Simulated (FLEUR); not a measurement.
**KBr under changes of volume**

One of the cells (35.937 Å³/atom); the others are scaled copies at fixed shape and fractional positions:

```
Br K
1.0
     0.00000    3.30000    3.30000
     3.30000    0.00000    3.30000
     3.30000    3.30000    0.00000
Br K
1 1
Direct
  0.50000 0.50000 0.50000
  0.00000 0.00000 0.00000
```

```yaml
Program: FLEUR MaX-R8.1 (later development tree)
Functional: r2SCAN
Potentials_or_basis: all-electron
Basis: FLAPW
Kmax: 4.1 1/bohr
k_mesh: 7 × 7 × 7
Occupations: fermi-dirac, width 0.05 eV
Spin: no spin polarisation
```

```tsv
volume (Å³/atom)	energy over the lowest point (meV/atom)	gap on the mesh (eV)
33.781	8.77	5.23
34.500	?	?
35.937	0.00	5.05
37.374	1.38	4.93
38.093	4.31	4.90
```

Question: What does the run at 34.500 Å³/atom give?

Answer: Energy over the lowest point 3.92 meV/atom; gap on the mesh 5.16 eV.

Worked out: A Birch-Murnaghan fit of order 2 (a polynomial in V^(-2/3)) to the other rows has its minimum at 36.21 Å³/atom with B0 = V·E''(V) = 15.7 GPa. It gives 4.11 meV/atom at 34.500 Å³/atom, against the run's 3.92. A parabola through the other rows of the gap, of slope -3.09 eV per unit of ln V (its deformation potential) there, gives 5.16 eV, against the run's 5.16.

Energies are extrapolated to zero smearing.

Caveats: the meta-GGA is that of a development version, with a GGA for the radial functions and cores and without core tails; an odd mesh through Γ misses points on the zone boundary, where band edges often lie (some runs). Spin-orbit coupling on Br is left out.
